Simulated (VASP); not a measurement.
# Ba8O7 (a cell with a defect): single point with PBE

Ba8O7 (a cell with a defect):

```
Ba O
1.0
     0.00000    5.45922    5.45922
     5.45922    0.00000    5.45922
     5.45922    5.45922    0.00000
Ba O
8 7
Cartesian
  -0.0361 -0.0043 -0.0099
  2.7369 2.7675 -0.0119
  2.7372 -0.0053 2.7622
  5.4668 2.7235 2.7190
  0.0083 2.7245 2.7191
  2.7369 5.4535 2.6748
  2.7360 2.6809 5.4490
  5.5102 5.4543 5.4483
  2.7374 2.7236 2.7228
  5.4684 5.4530 2.7185
  5.4659 2.7269 5.4496
  8.1966 5.4539 5.4495
  0.0060 2.7262 5.4500
  5.4692 5.4540 8.1786
  8.1970 8.1834 8.1820
```

```yaml
Program: VASP 6.6.1
Task: single point
Functional: PBE
Potentials_or_basis: VASP PAW PBE potentials, release 64 (Ba_sv, O)
Cutoff: 520 eV
k_mesh: 2 × 2 × 2
Occupations: methfessel-paxton, width 0.15 eV
Spin: no spin polarisation
```

```json
{
  "Pressure": "6.7 GPa",
  "Largest force": "0.084 eV/Å",
  "Band gap on the k mesh": "none (metal or under the smearing width)"
}
```

Forces in eV/Å, atoms in the order of the input:
```
Ba   0.078 -0.003 -0.005
Ba   0.002 -0.076  0.008
Ba   0.004 -0.002 -0.074
Ba  -0.002  0.005  0.002
Ba  -0.003  0.001  0.001
Ba   0.006 -0.003  0.084
Ba   0.005  0.080  0.001
Ba  -0.079 -0.002 -0.003
O   -0.002  0.001 -0.007
O   -0.003  0.006  0.003
O    0.000 -0.005  0.000
O   -0.002  0.002  0.000
O    0.003 -0.003 -0.003
O   -0.007  0.000  0.000
O   -0.002  0.000 -0.008
```

Levels at points of the mesh, in eV from the Fermi level:
| k point | band 56 | band 57 | band 58 | band 59 | band 60 | band 61 | band 62 | band 63 | band 64 | band 65 |
| --- | --- | --- | --- | --- | --- | --- | --- | --- | --- | --- |
| (0.00, 0.00, 0.00) | -2.71 | -2.71 | -2.51 | -2.51 | -2.51 | -0.97 | -0.80 | -0.80 | -0.80 | 1.43 |
| (0.50, 0.00, 0.00) | -3.43 | -3.33 | -3.33 | -3.32 | -3.32 | 0.04 | 0.19 | 0.63 | 0.63 | 0.96 |
| (0.00, 0.50, 0.00) | -3.43 | -3.33 | -3.33 | -3.32 | -3.32 | 0.04 | 0.19 | 0.63 | 0.63 | 0.96 |
| (0.00, 0.00, 0.50) | -3.43 | -3.33 | -3.33 | -3.32 | -3.32 | 0.04 | 0.19 | 0.63 | 0.63 | 0.96 |
| (0.50, 0.50, 0.50) | -3.43 | -3.33 | -3.33 | -3.32 | -3.32 | 0.04 | 0.19 | 0.63 | 0.63 | 0.96 |
| (0.50, 0.50, 0.00) | -2.89 | -2.81 | -2.81 | -2.69 | -2.69 | -0.50 | 0.14 | 0.37 | 1.19 | 1.41 |
| (0.00, 0.50, 0.50) | -2.89 | -2.81 | -2.81 | -2.69 | -2.69 | -0.50 | 0.14 | 0.37 | 1.19 | 1.41 |
| (0.50, 0.00, 0.50) | -2.89 | -2.81 | -2.81 | -2.69 | -2.69 | -0.50 | 0.14 | 0.37 | 1.19 | 1.41 |

It took 4.5 min on 1 thread of Intel(R) Xeon(R) Platinum 8488C (Sapphire Rapids), on a shared host, peak memory 0.54 GiB.

Caveat: the k mesh is coarse (spacing up to 0.50 Å⁻¹), so the values aren't converged. The run has no spin-orbit coupling, so splittings on Ba are missing.
